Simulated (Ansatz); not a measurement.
Rubidium (simple cubic) across density functionals

All rows: Ansatz, plane waves with scalar-relativistic PAW, 420 eV (500 eV for the SCAN forms), relaxed under each functional, no dispersion correction, no zero-point motion. B₀ comes from uniform scaling at fixed shape; a dash is a value not given.

```csv
functional,V (Å³/atom),cell,B₀ (GPa),magnetic state,ΔE to bcc (meV/atom)
PBE,98.94,a = 4.625 Å,2,spin not included,95
r²SCAN,98.73,a = 4.622 Å,2,spin not included,101
PBEsol,94.07,a = 4.548 Å,-,spin not included,99
LDA,84.88,a = 4.395 Å,3,spin not included,98
revPBE,107.79,a = 4.759 Å,2,spin not included,93
RPBE,109.26,a = 4.781 Å,2,spin not included,93
BLYP,109.53,a = 4.785 Å,2,spin not included,61
```

LDA gives the smallest volume and BLYP the largest.
